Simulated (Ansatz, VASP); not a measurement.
# Al in VASP and in Ansatz

File POSCAR:

```
Al
1.0
    0.0000000000      2.0506143701      2.0506143701
    2.0506143701      0.0000000000      2.0506143701
    2.0506143701      2.0506143701      0.0000000000
Al
1
Direct
    0.0000000000      0.0000000000      0.0000000000
```

The input INCAR.step1:

```
SYSTEM = Al
PREC = Accurate
ENCUT = 520
ISMEAR = -1
SIGMA = 0.03
LREAL = .FALSE.
LASPH = .TRUE.
NELM = 80
NBANDS = 8
GGA = PE
ALGO = Normal
EDIFF = 1E-4
LWAVE = .TRUE.
LCHARG = .FALSE.
```

Contents of INCAR.step2:

```
SYSTEM = Al
PREC = Accurate
ENCUT = 520
EDIFF = 1E-8
ISMEAR = -1
SIGMA = 0.03
LREAL = .FALSE.
LASPH = .TRUE.
NELM = 80
ALGO = Normal
ISIF = 2
LWAVE = .FALSE.
LCHARG = .FALSE.
METAGGA = R2SCAN
LMIXTAU = .TRUE.
LEFG = .TRUE.
NBANDS = 8
ISTART = 1
```

KPOINTS

```
regular mesh
0
G
  17 17 17
  0 0 0
```

Input for Ansatz:

```yaml
crystal:
  lattice:
    - [0.0, 2.0506143701, 2.0506143701]
    - [2.0506143701, 0.0, 2.0506143701]
    - [2.0506143701, 2.0506143701, 0.0]
  atoms:
    - { symbol: Al, position: [0.0, 0.0, 0.0] }
kpoints:
  mp_grid: { grid: [17, 17, 17] }
scf:
  occupations: { method: fermi_dirac, width: 0.03 }
hamiltonian:
  xc: r2scan
  pseudopotentials: { kind: paw }
output:
  forces: true
  stress: true
  eigenvalues: true
  efg: { contact_densities: true }
```

Change from the starting cell: functional r2scan, volume scaled by 1.04, PAW files.

Alike in both runs: task electric field gradients; functional r2SCAN; k mesh 17 × 17 × 17; occupations fermi-dirac, width 0.03 eV; no spin polarisation.

|  | VASP | Ansatz |
| --- | --- | --- |
| version | VASP 6.6.1 | Ansatz 0.2.0 |
| potentials or method | VASP PAW PBE potentials, release 64 (Al) | PAW with Ansatz's default frozen-core files, scalar-relativistic |
| plane-wave cutoff (eV) | 520 | 500 |
| valence electrons in the cell | 3 | 3 |

|  | VASP | Ansatz | Ansatz less VASP |
| --- | --- | --- | --- |
| pressure (GPa) | -6.4 | -6.2 | +0.26 |
| Vzz of the field gradient on the site that differs most (V/Å²) | 0.0 | 0.0 | 0.00 |

Caveats: the PAW data sets were made with another functional, which shifts forces and pressure a little (VASP).
